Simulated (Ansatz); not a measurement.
Planning a run of Ansatz 0.2.0 on GaP (end member in the same supercell) (F-43m). The input:

```yaml
crystal:
  lattice:
    - [0.0, 5.3905533987, -5.3905533987]
    - [5.3905533987, 5.3905533987, 0.0]
    - [5.3905533987, 0.0, -5.3905533987]
  atoms:
    - { symbol: Ga, position: [0.0, 0.0, 0.0] }
    - { symbol: Ga, position: [0.0, 0.5, 0.0] }
    - { symbol: Ga, position: [0.5, 0.5, 0.0] }
    - { symbol: Ga, position: [0.5, 0.0, 0.0] }
    - { symbol: Ga, position: [0.0, 0.5, 0.5] }
    - { symbol: Ga, position: [0.0, 0.0, 0.5] }
    - { symbol: Ga, position: [0.5, 0.0, 0.5] }
    - { symbol: Ga, position: [0.5, 0.5, 0.5] }
    - { symbol: P, position: [0.875, 0.375, 0.875] }
    - { symbol: P, position: [0.875, 0.875, 0.875] }
    - { symbol: P, position: [0.375, 0.875, 0.875] }
    - { symbol: P, position: [0.375, 0.375, 0.875] }
    - { symbol: P, position: [0.875, 0.875, 0.375] }
    - { symbol: P, position: [0.875, 0.375, 0.375] }
    - { symbol: P, position: [0.375, 0.375, 0.375] }
    - { symbol: P, position: [0.375, 0.875, 0.375] }
kpoints:
  mp_grid: { grid: [4, 4, 4] }
  band_path:
    path:
      - [0.0, 0.0, 0.0]
      - [0.5, 0.0, 0.0]
      - [0.0, 0.5, 0.0]
      - [0.0, 0.0, 0.5]
      - [0.5, 0.5, 0.5]
    npoints: 1
hamiltonian:
  xc: lda
  pseudopotentials: { kind: paw_fr, azcp: { folder: soft_1 }, xc_functional: pbe }
scf:
  occupations: { method: fixed }
  n_extra_bands: 18
magnetization:
  noncollinear: true
  spin_orbit: true
output:
  eigenvalues: true
```

```sh
ansatz run input.yaml --threads 8 --pin off --max-ram 17510MiB --backend cpu --events-out ev --progress --plain --runs-dir out
```

How long will it take on 8 threads of Arm Neoverse V1, shared host, and how much memory?

It took 59 s; on shared hardware allow 30 s to 2 min. Peak host memory was 6.2 GiB. The sizes that set the cost: 6183 plane waves a state, 8 irreducible k points and 8 SCF cycles.

[Paths, hosts, dates, memory and timing lines, banners, echoed tables and standing remarks are left out of the program output.]

[Logs are printed without paths, hosts, clocks, repeated set-up lines and the standing remarks that a program may print on its own settings, such as how far it seeks lower states.]

[Runs of the session that timed out or met a known fault of the program may be left out.]

[Cells called generated may have been cut or substituted from an entry of the Crystallography Open Database or the Materials Project.]

[Hosts, paths, dates, database ids (printed as entryN), source tags and the programs' standing remarks are cut or masked in the printed files.]
